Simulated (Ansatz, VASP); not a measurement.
## ZnSe (Stilleite): VASP beside Ansatz

```
Zn Se
1.0
     0.00000    2.83380    2.83380
     2.83380    0.00000    2.83380
     2.83380    2.83380    0.00000
Zn Se
1 1
Cartesian
  0.0000 0.0000 0.0000
  1.4169 1.4169 1.4169
```

Alike in both runs: task relaxation of cell and atoms; functional r2SCAN; k mesh 8 × 8 × 8; occupations gaussian, width 0.02 eV; no spin polarisation.

|  | VASP | Ansatz |
| --- | --- | --- |
| version | VASP 6.6.1 | Ansatz 0.2.0 |
| potentials or method | VASP PAW PBE potentials, release 64 (Zn, Se) | scalar-relativistic, plane waves, PAW |
| plane-wave cutoff (eV) | 600 | 500 |
| valence electrons in the cell | 18 | 28 |

```csv
,VASP,Ansatz,Ansatz less VASP
"gap on the k mesh at the Fermi level, each at its own relaxed structure (eV)",1.87,1.87,0.000
relaxed volume (Å³/atom),22.76,22.74,-0.021
relaxed cell length with the largest relative difference (Å),4.008,4.006,-0.0012
```

The two sets of potentials don't hold the same shells in valence.

Caveats: the relaxation stopped at its first step, so nothing moved; the PAW data sets were made with another functional, which shifts forces and pressure a little (VASP). r2SCAN opens gaps a little over a GGA but as a rule still falls short of measured ones.
